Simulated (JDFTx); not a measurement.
The system is NiO.

```xyz
2
Lattice="0.0000 2.0859 2.0859 2.0859 0.0000 2.0859 2.0859 2.0859 0.0000" Properties=species:S:1:pos:R:3 pbc="T T T"
Ni    0.0000    0.0000    0.0000
O     2.0859    2.0859    2.0859
```

```yaml
Program: JDFTx 1.7.0 (patched build)
Task: single point
Functional: PBEsol
Potentials_or_basis: PseudoDojo-SR-PBEsol-0.4.1-standard with smoothed tails
Cutoff: 1333 eV
Density_cutoff: 10667 eV
k_mesh: 11 × 11 × 11
Occupations: fermi-dirac, width 0.05 eV
Spin: collinear spin, ferromagnetic start
Starting_moments: "[1.0, 0.0] μB"
```

On this cell: pressure -6.9 GPa; largest force zero by symmetry; net moment 1.55 μB per cell; site moments Ni +1.25; O +0.30 μB; band gap on the k mesh none (metal or under the smearing width).

The same run follows on a disturbed copy (atoms moved at random, drawn with an rms of 0.05 Å):

```
Ni O
1.0
     0.00000    2.08590    2.08590
     2.08590    0.00000    2.08590
     2.08590    2.08590    0.00000
Ni O
1 1
Direct
  0.99963 0.98326 0.01952
  0.50305 0.49315 0.49605
```

**Question.** What changes?

**Answer.** The energy (extrapolated to zero smearing) moves by +1.9 meV/atom; pressure -6.3 GPa; largest force 0.126 eV/Å; net moment 1.58 μB per cell; site moments Ni +1.27; O +0.31 μB; band gap on the k mesh none (metal or under the smearing width).

Forces on the atoms (eV/Å):
```
Ni  -0.061 -0.093  0.060
O    0.061  0.093 -0.059
```

Stress tensor (GPa, compression positive):
```
-6.45  0.02 -0.01
 0.02 -6.09 -0.01
-0.01 -0.01 -6.46
```

Caveats: a cell with one magnetic atom can't hold antiferromagnetic order, which such compounds often take; semilocal functionals often make such compounds metallic where correlation or magnetic order opens a gap, which also shifts bond lengths.
